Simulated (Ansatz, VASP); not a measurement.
# Rb: VASP beside Ansatz

The input INCAR:

```
SYSTEM = Rb
PREC = Accurate
ENCUT = 520
EDIFF = 1E-7
ISMEAR = -1
SIGMA = 0.05
LREAL = .FALSE.
LASPH = .TRUE.
NELM = 60
ALGO = Normal
ISIF = 2
LWAVE = .FALSE.
LCHARG = .FALSE.
GGA = CA
NBANDS = 10
```

File KPOINTS:

```
regular mesh
0
G
  11 11 11
  0 0 0
```

File POSCAR:

```
Rb
1.0
   -2.5739217530      2.5739217530      2.5739217530
    2.5739217530     -2.5739217530      2.5739217530
    2.5739217530      2.5739217530     -2.5739217530
Rb
1
Direct
    0.0000000000      0.0000000000      0.0000000000
```

Input for Ansatz:

```yaml
crystal:
  lattice:
    - [-2.573921753, 2.573921753, 2.573921753]
    - [2.573921753, -2.573921753, 2.573921753]
    - [2.573921753, 2.573921753, -2.573921753]
  atoms:
    - { symbol: Rb, position: [0.0, 0.0, 0.0] }
kpoints:
  mp_grid: { grid: [11, 11, 11] }
scf:
  occupations: { method: fermi_dirac, width: 0.05 }
hamiltonian:
  xc: lda
  pseudopotentials: { kind: all_electron, lapw: { basis_error: 0.001 } }
output:
  forces: true
  stress: true
  eigenvalues: true
  populations: true
```

Change from the starting cell: volume scaled by 0.88, LAPW.

Alike in both runs: task single point; functional LDA; k mesh 11 × 11 × 11; occupations fermi-dirac, width 0.05 eV; no spin polarisation.

```csv
,VASP,Ansatz
version,VASP 6.6.1,Ansatz 0.2.0
potentials or method,"VASP PAW LDA potentials, release 64 (Rb_sv)","all-electron LAPW, scalar-relativistic"
plane-wave cutoff (eV),520,see its input
```

|  | VASP | Ansatz | Ansatz less VASP |
| --- | --- | --- | --- |
| pressure (GPa) | 0.6 | 0.6 | 0.00 |

Ansatz ran all-electron here, so the differences hold the error of VASP's frozen core and of both bases.
